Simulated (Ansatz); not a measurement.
**P (P-1)**

The calculation used Ansatz, DFT PBE+D3(BJ), scalar-relativistic, plane waves, PAW.

Cutoff 420 eV; k points 6×4×4 on the computed 24-atom cell (Γ-centred); Gaussian smearing, width 0.02 eV; no spin polarisation.

The structure is relaxed at this level of theory with its symmetry kept. This form isn't the element's structure at ambient conditions.

```xyz
24
Lattice="5.3333 -0.0005 0.0880 -1.9315 10.2096 0.0029 -1.6510 -1.1720 10.2482" Properties=species:S:1:pos:R:3 pbc="T T T"
P    -0.6007   -0.9432    6.8591
P     2.3515    9.9803    3.4801
P     1.8352    1.1343    5.7167
P    -0.0844    7.9028    4.6225
P     0.5210    0.3301    1.9391
P     1.2298    8.7069    8.4001
P     2.4320    3.2610    5.7412
P    -0.6812    5.7760    4.5979
P     3.1274    2.9411    0.3029
P    -1.3766    6.0960   10.0362
P    -0.1727   -0.8832    9.0240
P     1.9235    9.9202    1.3151
P     0.9200    2.5269    7.1730
P     0.8308    6.5101    3.1662
P     0.4200    2.6851    5.0319
P     1.3308    6.3520    5.3073
P    -0.4463    3.5559    1.3976
P     2.1971    5.4811    8.9416
P    -1.5328    0.6074    8.1366
P     3.2836    8.4296    2.2026
P     3.1093    4.8601    1.4013
P    -1.3585    4.1770    8.9379
P     3.0252    2.9529    2.5113
P    -1.2744    6.0841    7.8279
```

Question: Kohn–Sham band gap?

Answer: 2.35 eV, indirect from (0.422, -0.120, -0.182) to (-0.026, 0.224, -0.188) (the valley at (0.000, -0.100, 0.000) lies within 0.03 eV, so the order isn't resolved).

Question: Löwdin character of the top 1 eV of the valence band?

Answer: P 3p 91 %.

Question: Löwdin character of the lowest 1 eV of the conduction band?

Answer: P 3p 85 %, P 3s 7 %, unprojected 8 %.

Question: Electron masses at the edge by Cartesian direction of the standard setting (m_e; degenerate bands sorted by energy; no spin-orbit coupling)?

Answer: x: 0.66; y: 1.5; z: 0.83.

Question: Hole masses at the edge by Cartesian direction of the standard setting (m_e; degenerate bands sorted by energy; no spin-orbit coupling)?

Answer: x: 0.66; y: 0.79; z: 1.0.

Cost: 3 runs of about 58 core-minutes in all, on Intel Xeon Processor @ 2.70GHz (shared hosts).